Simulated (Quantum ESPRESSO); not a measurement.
# Ge (Fd-3m) in Quantum ESPRESSO: convergence with density cutoff

Aim: find how far density cutoff must go before the results for Ge settle, at PBEsol. This setting moves, with any that are tied to it; all else stays.

All numbers are computed with Quantum ESPRESSO 7.5; they aren't measurements. Logs are shortened: lines on timing, memory, paths and dates and some standing lists are left out, and cuts for length are marked.

### 1 Starting point

It takes space group Fd-3m (No. 227, cubic). The conventional cell has a = 5.658 Å, b = 5.658 Å, c = 5.658 Å, α = 90.00°, β = 90.00°, γ = 90.00°. Ge (site symmetry -43m) is surrounded by 4 Ge at 2.45 Å.

### 2 With density cutoff 180 Ry

The input, pw.in:

```
&CONTROL
  calculation = 'scf'
  prefix = 'pwscf'
  outdir = './tmp'
  pseudo_dir = './pseudo'
  tprnfor = .true.
  tstress = .true.
  disk_io = 'nowf'
/
&SYSTEM
  ibrav = 0
  nat = 2
  ntyp = 1
  ecutwfc = 45
  ecutrho = 180
  nbnd = 21
  occupations = 'smearing'
  smearing = 'mv'
  degauss = 0.00734986
/
&ELECTRONS
  conv_thr = 4d-10
  electron_maxstep = 120
  mixing_beta = 0.5
/
ATOMIC_SPECIES
Ge    72.6300 ge_pbesol_v1.4.uspp.F.UPF
CELL_PARAMETERS angstrom
   0.0000000000    2.8289100000    2.8289100000
   2.8289100000    0.0000000000    2.8289100000
   2.8289100000    2.8289100000    0.0000000000
ATOMIC_POSITIONS crystal
Ge     0.7500000000    0.7500000000    0.7500000000
Ge     0.5000000000    0.5000000000    0.5000000000
K_POINTS automatic
8 8 8 0 0 0
```

Potentials or basis: GBRV 1.5 PBEsol.

Launch:

```
> OMP_NUM_THREADS=1 pw.x -in pw.in > pw.out
```

It took 10 s on 1 thread of Intel Xeon Platinum 8375C at 2.90GHz (Ice Lake), shared host; peak memory 0.09 GiB.

What came out:

```yaml
Free_energy: -5801.2008 eV
Pressure: 0.4 GPa
Band_gap_on_the_k_mesh: none (metal or under the smearing width)
```

### 3 With density cutoff 225 Ry

pw.in: that of step 2 with these lines changed.

```diff
@@ -14,3 +14,3 @@
   ecutwfc = 45
-  ecutrho = 180
+  ecutrho = 225
   nbnd = 21
```

Potentials or basis: GBRV 1.5 PBEsol.

Launch:

```
> OMP_NUM_THREADS=1 pw.x -in pw.in > pw.out
```

It took 11 s on 1 thread of Intel Xeon Platinum 8375C at 2.90GHz (Ice Lake), shared host; peak memory 0.11 GiB.

Results:

```yaml
Free_energy: -5801.2008 eV
Pressure: 0.4 GPa
Band_gap_on_the_k_mesh: none (metal or under the smearing width)
```

### 4 With density cutoff 270 Ry

pw.in: that of step 3 with these lines changed.

```diff
@@ -14,3 +14,3 @@
   ecutwfc = 45
-  ecutrho = 225
+  ecutrho = 270
   nbnd = 21
```

Launch:

```
> OMP_NUM_THREADS=1 pw.x -in pw.in > pw.out
```

It took 12 s on 1 thread of Intel Xeon Platinum 8375C at 2.90GHz (Ice Lake), shared host; peak memory 0.13 GiB.

Results:

```
Free energy            : -5801.2008 eV
Pressure               : 0.4 GPa
Band gap on the k mesh : none (metal or under the smearing width)
```

### 5 With density cutoff 315 Ry

pw.in: that of step 4 with these lines changed.

```diff
@@ -14,3 +14,3 @@
   ecutwfc = 45
-  ecutrho = 270
+  ecutrho = 315
   nbnd = 21
```

Launch:

```
> OMP_NUM_THREADS=1 pw.x -in pw.in > pw.out
```

It took 13 s on 1 thread of Intel Xeon Platinum 8375C at 2.90GHz (Ice Lake), shared host; peak memory 0.14 GiB.

Results:

```yaml
Free_energy: -5801.2009 eV
Pressure: 0.4 GPa
Band_gap_on_the_k_mesh: none (metal or under the smearing width)
```

### 6 With density cutoff 360 Ry

pw.in: that of step 5 with these lines changed.

```diff
@@ -14,3 +14,3 @@
   ecutwfc = 45
-  ecutrho = 315
+  ecutrho = 360
   nbnd = 21
```

Potentials or basis: GBRV 1.5 PBEsol.

Launch:

```
> OMP_NUM_THREADS=1 pw.x -in pw.in > pw.out
```

Wall time 13 s (1 thread of Intel Xeon Platinum 8375C at 2.90GHz (Ice Lake), shared host); peak memory 0.17 GiB.

The run converged. Its results:

| Property | Result |
| --- | --- |
| Free energy | -5801.2009 eV |
| Pressure | 0.4 GPa |
| Band gap on the k mesh | none (metal or under the smearing width) |

### 7 With density cutoff 450 Ry

pw.in: that of step 6 with these lines changed.

```diff
@@ -14,3 +14,3 @@
   ecutwfc = 45
-  ecutrho = 360
+  ecutrho = 450
   nbnd = 21
```

Launch:

```
> OMP_NUM_THREADS=1 pw.x -in pw.in > pw.out
```

Run time: 15 s. Hardware: 1 thread of Intel Xeon Platinum 8375C at 2.90GHz (Ice Lake), shared host; peak memory 0.22 GiB.

It converged, with:

- Free energy: -5801.2009 eV
- Pressure: 0.4 GPa
- Band gap on the k mesh: none (metal or under the smearing width)

### 8 With density cutoff 540 Ry

pw.in: that of step 7 with these lines changed.

```diff
@@ -14,3 +14,3 @@
   ecutwfc = 45
-  ecutrho = 450
+  ecutrho = 540
   nbnd = 21
```

Launch:

```
> OMP_NUM_THREADS=1 pw.x -in pw.in > pw.out
```

It took 16 s on 1 thread of Intel Xeon Platinum 8375C at 2.90GHz (Ice Lake), shared host; peak memory 0.27 GiB.

Results (log left out):

* Free energy: -5801.2009 eV
* Pressure: 0.4 GPa
* Band gap on the k mesh: none (metal or under the smearing width)

### 9 With density cutoff 720 Ry

pw.in: that of step 8 with these lines changed.

```diff
@@ -14,3 +14,3 @@
   ecutwfc = 45
-  ecutrho = 540
+  ecutrho = 720
   nbnd = 21
```

Potentials or basis: GBRV 1.5 PBEsol.

Launch:

```
> OMP_NUM_THREADS=1 pw.x -in pw.in > pw.out
```

pw.out:

```text
This program is part of the open-source Quantum ESPRESSO suite
     for quantum simulation of materials; please cite
         "P. Giannozzi et al., J. Phys.:Condens. Matter 21 395502 (2009);
         "P. Giannozzi et al., J. Phys.:Condens. Matter 29 465901 (2017);
         "P. Giannozzi et al., J. Chem. Phys. 152 154105 (2020);
     in publications or presentations arising from this work. More details at

     Message from routine setup:
     using ibrav=0 with symmetry is DISCOURAGED, use correct ibrav instead

     G-vector sticks info
     --------------------
     sticks:   dense  smooth     PW     G-vecs:    dense   smooth      PW
     Sum        2839     703    211                99845    12387    2109

     Using Slab Decomposition

     bravais-lattice index     =            0
     lattice parameter (alat)  =       7.5602  a.u.
     unit-cell volume          =     305.5512 (a.u.)^3
     number of atoms/cell      =            2
     number of atomic types    =            1
     number of electrons       =        28.00
     number of Kohn-Sham states=           21
     kinetic-energy cutoff     =      45.0000  Ry
     charge density cutoff     =     720.0000  Ry
     scf convergence threshold =      4.0E-10
     mixing beta               =       0.5000
     number of iterations used =            8  plain     mixing
     Exchange-correlation= SLA  PW   PSX  PSC
                           (   1   4  10   8   0   0   0)

     celldm(1)=   7.560195  celldm(2)=   0.000000  celldm(3)=   0.000000
     celldm(4)=   0.000000  celldm(5)=   0.000000  celldm(6)=   0.000000

     crystal axes: (cart. coord. in units of alat)
               a(1) = (   0.000000   0.707107   0.707107 )
               a(2) = (   0.707107   0.000000   0.707107 )
               a(3) = (   0.707107   0.707107   0.000000 )

     reciprocal axes: (cart. coord. in units 2 pi/alat)
               b(1) = ( -0.707107  0.707107  0.707107 )
               b(2) = (  0.707107 -0.707107  0.707107 )
               b(3) = (  0.707107  0.707107 -0.707107 )

     PseudoPot. # 1 for Ge read from file:
     ge_pbesol_v1.4.uspp.F.UPF
     Pseudo is Ultrasoft + core correction, Zval = 14.0
     Generated by new atomic code, or converted to UPF format
     Using radial grid of  873 points,  6 beta functions with:
                l(1) =   0
                l(2) =   0
                l(3) =   1
                l(4) =   1
                l(5) =   2
                l(6) =   2
     Q(r) pseudized with  8 coefficients,  rinner =    1.400   1.400   1.400
                                                       1.400   1.400

     atomic species   valence    mass     pseudopotential
     Ge               14.00    72.63000     Ge( 1.00)

     48 Sym. Ops., with inversion, found (24 have fractional translation)

   Cartesian axes

     site n.     atom                  positions (alat units)
         1        Ge     tau(   1) = (   1.0606602   1.0606602   1.0606602  )
         2        Ge     tau(   2) = (   0.7071068   0.7071068   0.7071068  )

     number of k points=    29  Marzari-Vanderbilt smearing, width (Ry)=  0.0073
                       cart. coord. in units 2pi/alat
        k(    1) = (   0.0000000   0.0000000   0.0000000), wk =   0.0039062
        k(    2) = (   0.0883883   0.0883883  -0.0883883), wk =   0.0312500
        k(    3) = (   0.1767767   0.1767767  -0.1767767), wk =   0.0312500
        k(    4) = (   0.2651650   0.2651650  -0.2651650), wk =   0.0312500
        k(    5) = (  -0.3535534  -0.3535534   0.3535534), wk =   0.0156250
        k(    6) = (   0.1767767   0.0000000   0.0000000), wk =   0.0234375
[... 21 lines left out ...]
        k(   28) = (  -0.7071068   0.1767767  -0.0000000), wk =   0.0468750
        k(   29) = (  -0.7071068   0.3535534   0.0000000), wk =   0.0234375

     Dense  grid:    99845 G-vectors     FFT dimensions: (  72,  72,  72)

     Smooth grid:    12387 G-vectors     FFT dimensions: (  36,  36,  36)

     Initial potential from superposition of free atoms

     starting charge      27.9984, renormalised to      28.0000
     Starting wfcs are   18 randomized atomic wfcs +    3 random wfcs

     Self-consistent Calculation

     iteration #  1     ecut=    45.00 Ry     beta= 0.50
     Davidson diagonalization with overlap
     ethr =  1.00E-02,  avg # of iterations =  4.5

     Threshold (ethr) on eigenvalues was too large:
     Diagonalizing with lowered threshold

     Davidson diagonalization with overlap
     ethr =  1.17E-04,  avg # of iterations =  2.5

     total energy              =    -426.38099945 Ry
     estimated scf accuracy    <       0.03327950 Ry

     iteration #  2     ecut=    45.00 Ry     beta= 0.50
     Davidson diagonalization with overlap
     ethr =  1.19E-04,  avg # of iterations =  1.0
[... 29 lines left out ...]
     total energy              =    -426.38039834 Ry
     estimated scf accuracy    <       0.00000005 Ry

     iteration #  7     ecut=    45.00 Ry     beta= 0.50
     Davidson diagonalization with overlap
     ethr =  1.86E-10,  avg # of iterations =  2.0

     End of self-consistent calculation

          k = 0.0000 0.0000 0.0000 (  1471 PWs)   bands (ev):

   -16.4703 -16.4703 -16.4703 -16.4339 -16.4339 -16.2228 -16.2228 -16.2228
   -16.2093 -16.2093  -4.4595   8.3193   8.3350   8.3350   8.3350  10.8632
    10.8632  10.8632  14.5608  17.7681  17.7681

          k = 0.0884 0.0884-0.0884 (  1534 PWs)   bands (ev):

   -16.4784 -16.4784 -16.4678 -16.4227 -16.4227 -16.2348 -16.2348 -16.2259
   -16.1993 -16.1993  -4.2688   5.9619   7.9981   7.9981   9.3326  11.3129
    11.3129  11.7810  15.5166  16.8434  16.8434
[... 103 lines left out ...]
          k = 0.0000-0.5303 0.5303 (  1568 PWs)   bands (ev):

   -16.5214 -16.5054 -16.4163 -16.3574 -16.3309 -16.3176 -16.3121 -16.2627
   -16.1676 -16.1532  -1.0336   0.0261   3.9646   5.6909   9.4118  12.3577
    15.4932  15.6873  16.4315  18.0771  21.8178

          k =-0.7071 0.0000 0.0000 (  1588 PWs)   bands (ev):

   -16.5044 -16.5044 -16.4187 -16.4187 -16.3191 -16.3191 -16.2617 -16.2617
   -16.1683 -16.1683  -0.5651  -0.5651   5.2484   5.2484   8.9979   8.9979
    17.8156  17.8156  19.8421  19.8422  21.0801

          k = 0.3536 0.1768 0.0000 (  1552 PWs)   bands (ev):

   -16.4990 -16.4965 -16.4536 -16.3978 -16.3692 -16.2997 -16.2474 -16.2283
   -16.1851 -16.1770  -3.2202   2.9544   5.4558   6.7099  10.6437  11.1047
    12.9133  13.8452  16.3138  18.3360  18.6504
[... 25 lines left out ...]
          k = 0.0000-0.3536 0.5303 (  1554 PWs)   bands (ev):

   -16.5199 -16.5095 -16.4096 -16.3596 -16.3331 -16.3299 -16.2961 -16.2677
   -16.1647 -16.1555  -1.5900   0.6535   4.0104   5.5921  10.9465  12.8076
    13.2469  15.0614  16.4944  17.9573  21.5836

          k =-0.7071 0.1768-0.0000 (  1568 PWs)   bands (ev):

   -16.5120 -16.5120 -16.3995 -16.3995 -16.3209 -16.3209 -16.2781 -16.2781
   -16.1616 -16.1616  -0.5164  -0.5164   4.7701   4.7701  10.2021  10.2021
    15.8896  15.8896  19.3308  19.3308  21.1673

          k =-0.7071 0.3536 0.0000 (  1564 PWs)   bands (ev):

   -16.5182 -16.5182 -16.3761 -16.3761 -16.3270 -16.3270 -16.2948 -16.2948
   -16.1560 -16.1560  -0.4651  -0.4651   4.3989   4.3989  12.6183  12.6183
    12.9686  12.9686  19.3028  19.3028  21.2494

     the Fermi energy is     8.3712 ev

!    total energy              =    -426.38039836 Ry
     estimated scf accuracy    <          1.6E-10 Ry
     smearing contrib. (-TS)   =      -0.00001940 Ry
     internal energy E=F+TS    =    -426.38037896 Ry

     The total energy is F=E-TS. E is the sum of the following terms:
     one-electron contribution =    -278.57595437 Ry
     hartree contribution      =     164.97694101 Ry
     xc contribution           =    -115.28060740 Ry
     ewald contribution        =    -197.50075820 Ry

     convergence has been achieved in   7 iterations

     Forces acting on atoms (cartesian axes, Ry/au):

     atom    1 type  1   force =    -0.00000000    0.00000000    0.00000000
     atom    2 type  1   force =     0.00000000   -0.00000000   -0.00000000

     Total force =     0.000000     Total SCF correction =     0.000000

     Computing stress (Cartesian axis) and pressure

          total   stress  (Ry/bohr**3)                   (kbar)     P=        4.10
   0.00002788  -0.00000000  -0.00000000            4.10       -0.00       -0.00
  -0.00000000   0.00002788  -0.00000000           -0.00        4.10       -0.00
  -0.00000000  -0.00000000   0.00002788           -0.00       -0.00        4.10

=------------------------------------------------------------------------------=
   JOB DONE.
=------------------------------------------------------------------------------=
```

Wall time 19 s (1 thread of Intel Xeon Platinum 8375C at 2.90GHz (Ice Lake), shared host); peak memory 0.4 GiB.

What came out:

| Property | Result |
| --- | --- |
| Free energy | -5801.2009 eV |
| Pressure | 0.4 GPa |
| Band gap on the k mesh | none (metal or under the smearing width) |

### 10 The series at a glance

| density cutoff | energy less the tightest run, at zero smearing (meV/atom) | SCF cycles | CPU time (s) | peak memory (GiB) |
| --- | --- | --- | --- | --- |
| 180 Ry | 0.03 | 7 | 10 | 0.09 |
| 225 Ry | 0.01 | 7 | 11 | 0.11 |
| 270 Ry | 0.01 | 7 | 12 | 0.13 |
| 315 Ry | -0.04 | 7 | 13 | 0.14 |
| 360 Ry | 0.00 | 7 | 13 | 0.17 |
| 450 Ry | -0.03 | 7 | 15 | 0.22 |
| 540 Ry | 0.00 | 7 | 16 | 0.27 |
| 720 Ry | 0.00 | 7 | 19 | 0.4 |

Against the tightest run, the energy stays within 1 meV/atom from 180 Ry on. The tightest run that finished is the yardstick and may itself not be fully converged.
